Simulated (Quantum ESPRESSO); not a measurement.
**TiC: phonon spectrum and thermodynamics under several settings**

```
Ti C
1.0
     0.00000    2.16572    2.16572
     2.16572    0.00000    2.16572
     2.16572    2.16572    0.00000
Ti C
1 1
Direct
  0.00000 0.00000 0.00000
  0.50000 0.50000 0.50000
```

The cell is a database's computed one.

All runs used Quantum ESPRESSO 7.5; k mesh 10 × 10 × 10; relaxed cell; no spin polarisation; cutoff 1143 eV; occupations cold, width 0.2 eV; q mesh 2 × 2 × 2.

```csv
level,potentials,volume (Å³/atom),highest frequency (cm⁻¹),zero-point energy (meV/atom),entropy at room temperature (k_B/atom)
LDA,PseudoDojo 0.4.1 SR LDA standard,9.68,746,85.9,1.38
PBE,PseudoDojo 0.4.1 SR PBE standard,?,?,?,?
PBEsol,PseudoDojo 0.4.1 SR PBEsol standard,9.90,733,84.1,1.43
```

Question: What stands in the row left open?

Answer: Volume 10.17 Å³/atom; highest frequency 718 cm⁻¹; zero-point energy 81.3 meV/atom; entropy at room temperature 1.50 k_B/atom.

For the row left open. Caveat: the q mesh is small, so phonon branches between its points and thermal values are rough.
